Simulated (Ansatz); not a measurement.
**TiO2: an elastic constant from a strain scan**

Level of theory: Ansatz 0.2.0, DFT PBE, scalar-relativistic, plane waves, PAW. Cutoff 420 eV, Γ-centred 6×6×10 k-points, Gaussian smearing of 0.05 eV. No spin polarisation. Energies are free energies at this smearing, counted from the undisturbed cell; pressure is positive in compression.

The starting cell (relaxed at this level):

```
CELL_PARAMETERS angstrom
4.64306 0.00000 0.00000
0.00000 4.64306 0.00000
0.00000 0.00000 2.96402
ATOMIC_POSITIONS crystal
Ti 0.00000 0.00000 0.00000
Ti 0.50000 0.50000 0.50000
O 0.30511 0.30511 0.00000
O 0.19489 0.80511 0.50000
O 0.69489 0.69489 0.00000
O 0.80511 0.19489 0.50000
```

The cell is strained by ε times the Voigt pattern (0, 0, 0, 1, 0, 0) (xx, yy, zz, yz, xz, xy; engineering shear) with fractional coordinates fixed. The cell holds 6 atoms in V0 = 63.90 Å³. The stress column is τ = (1/V0) dE/dε, got from the stress tensor σ (compression positive) at each point as −det(1 + εP) σ : P(1 + εP)⁻¹, with P the pattern as a tensor.

```
      ε  ΔE (meV/atom)  τ (GPa)
-0.0875         34.605  -11.977
-0.0750         25.375  -10.233
-0.0625         17.589   -8.504
-0.0500         11.250   -6.788
-0.0375          6.312   -5.082
-0.0250          2.799   -3.384
-0.0125          0.691   -1.691
 0.0000          0.000    0.000
 0.0125          0.691    1.691
 0.0250          2.799    3.384
 0.0375          6.312    5.082
 0.0500         11.250    6.788
 0.0625         17.589    8.504
 0.0750         25.375   10.233
 0.0875         34.605   11.977
 0.1000              ?        ?
```

Which combination of elastic constants does this scan measure, and how large is it?

For small ε, τ = τ0 + Kε with K = pᵀCp, which for this pattern is C44 in the Cartesian frame shown. The parabola through τ at ε = -0.0125, 0 and 0.0125 has slope K = 135 GPa at zero. The energies per cell, E = NΔE, of the same two points give K = 2[E(ε₊)/ε₊ − E(ε₋)/ε₋]/[(ε₊ − ε₋)V0] = 133 GPa, in agreement. These are clamped-ion values.

Predict the withheld row at ε = 0.1000 from the harmonic law, and compare.

ΔE = V0(τ0 ε + Kε²/2)/N = 44.953 meV/atom and τ = 13.53 GPa. The calculation gives 45.289 meV/atom and 13.74 GPa, a miss of 0.7 % of the harmonic energy, so the harmonic law still holds here.

Forces appear on the atoms along this scan, and letting them relax would lower the energy and soften the response.

Cost: 9 runs of about 2.5 core-minutes in all, on AMD EPYC 7R43 (Zen 3) (shared hosts).